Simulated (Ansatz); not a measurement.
The calculation used DFT PBE, scalar-relativistic, plane waves, PAW (Ansatz). Settings: cutoff 420 eV, Γ-centred meshes spaced at most about 0.3 Å⁻¹, and about 0.25 Å⁻¹ or finer for metals (2π included), Gaussian smearing. No spin polarisation.

Temperature and zero-point effects are left out.

**Question.** Order these relaxed structures of Sn3S5 by energy, lowest first, with the energy over the lowest of them.
A.

```cif
data_structure
_symmetry_space_group_name_H-M 'Pm-3m'
_symmetry_Int_Tables_number 221
_cell_length_a 5.6763
_cell_length_b 5.6763
_cell_length_c 5.6763
_cell_angle_alpha 90.000
_cell_angle_beta 90.000
_cell_angle_gamma 90.000
_cell_volume 182.89
loop_
_atom_site_label
_atom_site_type_symbol
_atom_site_symmetry_multiplicity
_atom_site_Wyckoff_symbol
_atom_site_fract_x
_atom_site_fract_y
_atom_site_fract_z
_atom_site_occupancy
Sn1 Sn 3 c 0.50000 0.00000 0.50000 1
S1 S 3 d 0.00000 0.50000 0.00000 1
S2 S 1 a 0.00000 0.00000 0.00000 1
S3 S 1 b 0.50000 0.50000 0.50000 1
```

B.

```cif
data_structure
_symmetry_space_group_name_H-M 'R32:H'
_symmetry_Int_Tables_number 155
_cell_length_a 7.5590
_cell_length_b 7.5590
_cell_length_c 16.9144
_cell_angle_alpha 90.000
_cell_angle_beta 90.000
_cell_angle_gamma 120.000
_cell_volume 836.99
loop_
_atom_site_label
_atom_site_type_symbol
_atom_site_symmetry_multiplicity
_atom_site_Wyckoff_symbol
_atom_site_fract_x
_atom_site_fract_y
_atom_site_fract_z
_atom_site_occupancy
Sn1 Sn 9 e 0.59164 0.66667 0.16667 1
S1 S 9 e 0.93306 0.66667 0.16667 1
S2 S 6 c 0.33333 0.66667 0.06148 1
```

C.

```cif
data_structure
_symmetry_space_group_name_H-M 'Pmmm'
_symmetry_Int_Tables_number 47
_cell_length_a 3.6596
_cell_length_b 3.8102
_cell_length_c 13.4585
_cell_angle_alpha 90.000
_cell_angle_beta 90.000
_cell_angle_gamma 90.000
_cell_volume 187.66
loop_
_atom_site_label
_atom_site_type_symbol
_atom_site_symmetry_multiplicity
_atom_site_Wyckoff_symbol
_atom_site_fract_x
_atom_site_fract_y
_atom_site_fract_z
_atom_site_occupancy
Sn1 Sn 2 s 0.50000 0.00000 0.80972 1
Sn2 Sn 1 h 0.50000 0.50000 0.50000 1
S1 S 1 c 0.00000 0.00000 0.50000 1
S2 S 1 a 0.00000 0.00000 0.00000 1
S3 S 1 f 0.50000 0.50000 0.00000 1
S4 S 2 r 0.00000 0.50000 0.73364 1
```

**Answer.** B (0 meV/atom), A (19 meV/atom), C (73 meV/atom). Forms: B R32; A Pm-3m; C Pmmm. Counting S atoms around Sn (those within 1.25 times the shortest such distance or 1.15 times the sum of covalent radii, 1.27 where that leaves under three; a plus sign parts nearer from farther groups; a slash parts the counts of unlike sites): B has Sn 5; A has Sn 6; C has Sn 4/4+4. All come from invented guesses. The lowest form computed is the arrangement of B in a distorted form (P1), 21 meV/atom below it.

For metals, differences of a few meV/atom aren't resolved. No dispersion correction is applied, so the spacing and binding between layers, chains or molecules are poorly described (R32, Pmmm), and this can change margins and order among such cells. Cells relaxed within their symmetry can be saddle points. Some structure types and database cells were kept out of the candidates from the start, so a known form may be missing.
